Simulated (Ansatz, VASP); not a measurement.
# MgH2 in VASP and in Ansatz

```
CELL_PARAMETERS angstrom
3.34971 0.06669 0.00696
0.06669 3.23264 0.02505
0.01137 0.04091 5.35694
ATOMIC_POSITIONS crystal
Mg 0.47459 0.50615 0.50645
Mg 0.51281 0.50510 0.98437
H 0.03736 0.51808 0.26447
H 0.96380 0.48883 0.74009
H 0.48994 0.97081 0.24511
H 0.52150 0.01103 0.75950
```

Change from the starting cell: cell x2, atoms moved at random (sigma 0.1 Å) and cell strained at random (1.5 %), then relaxed without symmetry.

Alike in both runs: task relaxation of cell and atoms; functional PBE; k mesh 6 × 6 × 4; occupations gaussian, width 0.2 eV; no spin polarisation.

|  | VASP | Ansatz |
| --- | --- | --- |
| version | VASP 6.6.1 | Ansatz 0.2.0 |
| potentials or method | VASP PAW PBE potentials, release 64 (Mg, H) | scalar-relativistic, plane waves, PAW |
| plane-wave cutoff (eV) | 600 | 420 |
| valence electrons in the cell | 8 | 24 |

|  | VASP | Ansatz | Ansatz less VASP |
| --- | --- | --- | --- |
| gap on the k mesh at the Fermi level, each at its own relaxed structure (eV) | 1.72 | 1.92 | +0.199 |
| relaxed volume (Å³/atom) | 10.85 | 11.40 | +0.552 |
| relaxed cell length with the largest relative difference (Å) | 6.152 | 6.441 | +0.2884 |
| energy change over the relaxation (meV/atom) | -184 | -188 | -3.6 |

The two sets of potentials don't hold the same shells in valence.

A k mesh can miss the band edges.
